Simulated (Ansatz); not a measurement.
**H: where the heat goes in a short trajectory**

The calculation used DFT PBE, scalar-relativistic, plane waves, PAW (Ansatz 0.2.0). The runs took a 420 eV cutoff, a shifted (0.5, 0.5, 0.5 steps) 2×2×2 mesh and Fermi–Dirac smearing (0.1 eV). The mesh is coarse. No spin polarisation.

16 atoms start on the lattice sites below (V = 232.1 Å³, 1.04 times the source cell's; static pressure -0.03 GPa, largest force component 0.05 eV/Å) with velocities drawn for 1200 K; Nosé–Hoover thermostat aiming at the same temperature, at which the real crystal may have melted, fixed cell, 150 steps of 0.5 fs.

```xyz
16
Lattice="0.0000 5.2014 4.1963 0.0000 -5.2014 4.1963 5.3160 0.0000 -4.1963" Properties=species:S:1:pos:R:3 pbc="T T T"
H     2.6580   -2.3578    0.2875
H     2.6580    2.8436    0.2875
H     0.0000    0.2429    4.4838
H     0.0000    0.2429    0.2875
H     2.6580    0.2429    1.8107
H     2.6580    0.2429    6.0070
H     0.0000    2.8436    6.0070
H     0.0000   -2.3578    6.0070
H     2.6580   -0.2429    2.3856
H     2.6580   -0.2429   -1.8107
H     0.0000   -2.8436    2.3856
H     0.0000    2.3578    2.3856
H     2.6580    2.3578    3.9088
H     2.6580   -2.8436    3.9088
H     0.0000   -0.2429    3.9088
H     0.0000   -0.2429    8.1052
```

| t (fs) | T (K) | kinetic energy (meV/atom) | potential energy over the first frame (meV/atom) | P with the kinetic part (GPa) |
| --- | --- | --- | --- | --- |
| 0.0 | 1200 | 145.4 | 0.0 | 1.11 |
| 5.0 | 998 | 120.9 | 25.2 | -0.61 |
| 10.0 | 998 | 120.9 | 25.4 | 1.69 |
| 15.0 | 1044 | 126.5 | 19.5 | 0.84 |
| 20.0 | 843 | 102.2 | 44.3 | 0.08 |
| 25.0 | 697 | 84.4 | 62.9 | 2.73 |
| 30.0 | 709 | 85.9 | 61.5 | 0.75 |
| 35.0 | 861 | 104.3 | 43.4 | 0.74 |
| 40.0 | 927 | 112.4 | 36.8 | 2.33 |
| 45.0 | 896 | 108.6 | 42.0 | -0.13 |
| 50.0 | 1119 | 135.6 | 15.7 | 1.05 |
| 55.0 | 1115 | 135.1 | 18.0 | 1.55 |
| 60.0 | 920 | 111.5 | 44.1 | -0.27 |
| 65.0 | 1043 | 126.4 | 30.6 | 1.84 |
| 70.0 | 1020 | 123.6 | 35.0 | 1.13 |
| 75.0 | 928 | 112.5 | 48.8 | 0.15 |

T counts 3N − 3 degrees of freedom. Means over every step of the second half, not only the rows shown: T = 999 K, kinetic energy 121.1 meV/atom, potential energy 33.1 meV/atom, P = 1.00 GPa.

Q: Does the potential energy follow equipartition for harmonic vibrations?

A: In a harmonic crystal each vibration holds as much potential as kinetic energy on average, here 121.1 meV/atom. The run has 33.1, a ratio of 0.27. The deficit can mean that molecules or loosely bound atoms move and turn almost freely (such motion stores little potential energy), that slow modes haven't yet taken up their share, that the thermostat is still feeding kinetic energy, or that the atoms found a lower arrangement than the start. So short a run gives a rough mean. T is still well under the temperature that the thermostat aims for.

Q: Split the rise of pressure into the kinetic part and the rest. Can a thermal Grüneisen parameter be estimated?

A: The program counts the kinetic part as N k_B T/V = 0.95 GPa. The pressure lies 1.03 GPa over the static one in all, so the forces add 0.08 GPa. The potential energy lies far under its harmonic share, so slow or unstable modes may dominate and no γ is drawn.